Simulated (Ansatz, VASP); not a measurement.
# GaN: VASP beside Ansatz

```
Ga N
1.0
     2.94036    0.00000    0.00000
    -1.47018    2.54642    0.00000
     0.00000    0.00000    2.64710
Ga N
1 1
Direct
  0.66667 0.33333 0.50000
  0.00000 0.00000 0.00000
```

The cell was built by a generator and needn't be a form met in nature.

Alike in both runs: task single point; functional PBE; k mesh 10 × 10 × 10; occupations fermi-dirac, width 0.05 eV; no spin polarisation.

```csv
,VASP,Ansatz
version,VASP 6.6.1,Ansatz 0.2.0
potentials or method,"VASP PAW PBE potentials, release 64 (Ga_d, N)",Ansatz PAW
plane-wave cutoff (eV),520,420
valence electrons in the cell,18,18
```

Ansatz gave:

| Item | Value |
| --- | --- |
| gap on the k mesh at the Fermi level (eV) | none |
| pressure (GPa) | 7.7 |
| largest component of the traceless stress (GPa) | 1.54 |

**Question.** Which values does VASP return?

**Answer.** gap on the k mesh at the Fermi level (eV): none; pressure (GPa): 8.5; largest component of the traceless stress (GPa): 1.62.

A gap of «none» marks a metal or a gap that the smearing closes.

Caveats: the pressure holds a Pulay correction of +0.5 GPa for the finite cutoff (Ansatz).
